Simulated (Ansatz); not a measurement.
Free-standing chains of the atoms of Pt, named by their start (strip: triangular double chain, ladder: square double chain); atoms and period are relaxed, and energies count from relaxed bulk Pt (Fm-3m, 15.64 Å³/atom, gap on the mesh 0.00 eV).

The calculation used DFT PBE, scalar-relativistic, plane waves, PAW in Ansatz.

Cutoff 420 eV, Gaussian smearing of 0.05 eV, energies at zero smearing, symmetry of each start kept, collinear spin where a moment is listed.

```csv
start,atoms,k mesh,excess energy (eV per host atom),period (Å),gap on the mesh (eV),highest filled level or Fermi level under vacuum (eV),size of the moment (μB per cell)
linear chain,1,1×1×25,2.602,2.348,0,6.16,0.04
dimerised chain,2,1×1×13,2.601,4.699,0,6.08,0.00
zigzag chain,2,1×1×14,2.313,4.250,0.10,-,0.00
ladder chain,4,1×1×13,1.844,4.887,0,-,0.38
strip chain,2,1×1×24,1.921,2.484,0,-,0.55
```

Spin-orbit coupling is left out, which matters for the bands of heavy elements.

Gaps under about 0.2 eV rest on few k points and may close between them. Each run keeps its start's symmetry and one magnetic start, so lower states can exist. Rows stand on unlike meshes and boxes, so starts that end alike can differ by a few hundredths of an eV per atom.